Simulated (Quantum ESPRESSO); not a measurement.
CrCuO2:

```
CELL_PARAMETERS angstrom
1.48670 0.85835 5.70000
-1.48670 0.85835 5.70000
0.00000 -1.71669 5.70000
ATOMIC_POSITIONS crystal
Cu 0.00000 0.00000 0.00000
Cr 0.50000 0.50000 0.50000
O 0.89208 0.89208 0.89208
O 0.10792 0.10792 0.10792
```

```yaml
Program: Quantum ESPRESSO 7.5
Task: Wannier functions
Functional: LDA
Potentials_or_basis: JTH 2.0 LDA
Cutoff: 490 eV
Density_cutoff: 2939 eV
k_mesh: 8 × 8 × 8
Occupations: fermi-dirac, width 0.05 eV
Spin: collinear spin, ferromagnetic start
Starting_moments: "[0.6, 3.0, 0.0, 0.0] μB"
Iterations: 0
Form_of_the_LDA_correlation: PW92
Mixing_beta: 0.3
Most_SCF_iterations: 120
SCF_threshold: 8e-10 Ry
k_mesh_for_the_Wannier_functions: 6 × 6 × 6
Projections: Cu spd, Cr spd, O sp
```

Start: atomic projections with disentanglement, frozen window up to 1.4 eV over the reference level; the lowest 8 bands are left out; no minimisation of the spread. The reference level is the Fermi level, or the middle of the gap.

Problem. With atomic projections with disentanglement, how many functions result, how localised are they, and how well do they interpolate the bands?

Solution. 52 functions with spreads from 0.40 to 2.38 Å², 50.1 Å² in all; they miss the direct bands by 2 meV (root mean square).

Spin up: Wannier functions:
| function | nearest atom | distance (Å) | spread (Å²) | on-site energy from the reference level (eV) |
| --- | --- | --- | --- | --- |
| 1 | 1 Cu | 0.00 | 1.69 | 4.66 |
| 2 | 1 Cu | 0.00 | 1.88 | 14.01 |
| 3 | 1 Cu | 0.00 | 1.87 | 8.64 |
| 4 | 1 Cu | 0.00 | 1.87 | 8.64 |
| 5 | 1 Cu | 0.00 | 0.40 | -2.80 |
| 6 | 1 Cu | 0.00 | 0.44 | -2.69 |
| 7 | 1 Cu | 0.00 | 0.44 | -2.69 |
| 8 | 1 Cu | 0.00 | 0.44 | -2.56 |
| 9 | 1 Cu | 0.00 | 0.44 | -2.56 |
| 10 | 2 Cr | 0.00 | 1.60 | 9.09 |
| 11 | 2 Cr | 0.00 | 2.28 | 12.48 |
| 12 | 2 Cr | 0.00 | 2.26 | 14.76 |
| 13 | 2 Cr | 0.00 | 2.26 | 14.76 |
| 14 | 2 Cr | 0.00 | 0.61 | -1.59 |
| 15 | 2 Cr | 0.00 | 0.57 | -1.25 |
| 16 | 2 Cr | 0.00 | 0.57 | -1.25 |
| 17 | 2 Cr | 0.00 | 0.57 | -1.47 |
| 18 | 2 Cr | 0.00 | 0.57 | -1.47 |
| 19 | 3 O | 0.00 | 0.46 | -17.87 |
| 20 | 3 O | 0.02 | 0.50 | -4.13 |
| 21 | 3 O | 0.02 | 0.52 | -3.79 |
| 22 | 3 O | 0.02 | 0.52 | -3.79 |
| 23 | 4 O | 0.00 | 0.46 | -17.87 |
| 24 | 4 O | 0.02 | 0.50 | -4.13 |
| 25 | 4 O | 0.02 | 0.52 | -3.79 |
| 26 | 4 O | 0.02 | 0.52 | -3.79 |
Spin down: Wannier functions:
```csv
function,nearest atom,distance (Å),spread (Å²),on-site energy from the reference level (eV)
1,1 Cu,0.00,1.65,4.77
2,1 Cu,0.00,1.87,14.19
3,1 Cu,0.00,1.83,8.82
4,1 Cu,0.00,1.83,8.82
5,1 Cu,0.00,0.40,-2.76
6,1 Cu,0.00,0.44,-2.68
7,1 Cu,0.00,0.44,-2.68
8,1 Cu,0.00,0.45,-2.54
9,1 Cu,0.00,0.45,-2.54
10,2 Cr,0.00,1.73,10.34
11,2 Cr,0.00,2.38,13.23
12,2 Cr,0.00,2.34,15.57
13,2 Cr,0.00,2.34,15.57
14,2 Cr,0.00,0.73,1.20
15,2 Cr,0.00,0.62,1.04
16,2 Cr,0.00,0.62,1.04
17,2 Cr,0.00,0.63,1.00
18,2 Cr,0.00,0.63,1.00
19,3 O,0.01,0.46,-17.82
20,3 O,0.02,0.49,-4.05
21,3 O,0.02,0.51,-3.75
22,3 O,0.02,0.51,-3.75
23,4 O,0.01,0.46,-17.82
24,4 O,0.02,0.49,-4.05
25,4 O,0.02,0.51,-3.75
26,4 O,0.02,0.51,-3.75
```

Parts of the spread (Å²): spin up: invariant 14.89, diagonal 0.001, off-diagonal 9.88, total 24.78; spin down: invariant 14.88, diagonal 0.001, off-diagonal 10.42, total 25.30. Against the direct bands the interpolation misses by 2 meV (root mean square) and 23 meV at most, for states up to 1 eV over the reference level.

Caveat: the cutoff lies well under what these potentials need, so the values aren't converged; only a ferromagnetic start was run, and an antiferromagnetic order may lie lower in energy.
